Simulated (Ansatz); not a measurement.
**BAs (zincblende): gap against strain (epitaxial in the xy plane)**

BAs built on the zincblende prototype, relaxed with r2SCAN in the PAW code Ansatz, then strained (epitaxial in the xy plane; changes of length per length, axes as in the cell below) with the atoms relaxed again within the symmetry that is left. Space group F-43m (No. 216), cubic; a = 4.784 Å in the conventional setting, 13.68 Å³ an atom. B is surrounded by 4 As at 2.07 Å; As is surrounded by 4 B at 2.07 Å. No spin polarisation and no zero-point or thermal motion.

```
B As
1.0
     0.00000    2.39187    2.39187
     2.39187    0.00000    2.39187
     2.39187    2.39187    0.00000
B As
1 1
Direct
  0.00000 0.00000 0.00000
  0.25000 0.25000 0.25000
```

Gaps are the least over each mesh (PBE 10×10×10, r2SCAN 10×10×10, HSE06 6×6×6 when unstrained) and the special points, which keep their unstrained names; stress is the change from the unstrained cell, compression positive.

```
strain (%)  free normal strain (%)  gap, PBE (eV)  gap, r2SCAN (eV)  gap, HSE06 (eV)    edges, HSE06  in-plane stress, r2SCAN (GPa)  energy rise, r2SCAN (meV/atom)
     -5.09                   +2.35          0.504                 –            1.121  Γ → Γ–X (0.81)                              –                               –
      -4.0                   +1.84          0.658                 –            1.282  Γ → Γ–X (0.80)                              –                               –
      -2.0                   +0.92          0.930                 –            1.564  Γ → Γ–X (0.80)                              –                               –
      -1.0                   +0.46          1.061             1.240            1.700  Γ → Γ–X (0.80)                          +3.38                             2.9
      -0.5                   +0.25          1.124             1.306            1.766  Γ → Γ–X (0.80)                          +1.65                             0.7
       0.0                    0.00          1.188             1.375            1.833  Γ → Γ–X (0.80)                           0.00                             0.0
      +1.0                   -0.44          0.990             1.164            1.624  Γ → Γ–X (0.80)                          -3.14                             2.7
      +2.0                   -0.92          0.796             0.957            1.417  Γ → Γ–X (0.79)                          -6.03                            10.6
      +3.0                   -1.39          0.612             0.761            1.221  Γ → Γ–X (0.79)                          -8.70                            23.4
```

Q: Estimate the row for a strain of -3.0 %.

A:
```
strain (%)  free normal strain (%)  gap, PBE (eV)  gap, r2SCAN (eV)  gap, HSE06 (eV)    edges, HSE06  in-plane stress, r2SCAN (GPa)  energy rise, r2SCAN (meV/atom)
      -3.0                   +1.38          0.796                 –            1.425  Γ → Γ–X (0.80)                              –                               –
```

Between zero and the nearest strains the slope of the HSE06 gap against strain is +0.134 eV per percent for negative and -0.209 for positive strain; it falls either way, as happens when edge states split or other valleys take over.

The runs are scalar-relativistic, without spin-orbit coupling.

Where an edge lies off the special points, it is a point of the mesh or the k point where a search put PBE's edge or least direct gap, reused for the other functionals, whose own edges may lie a little apart.

The meshes of the hybrids are coarse, so their gaps aren't converged to the digits shown.
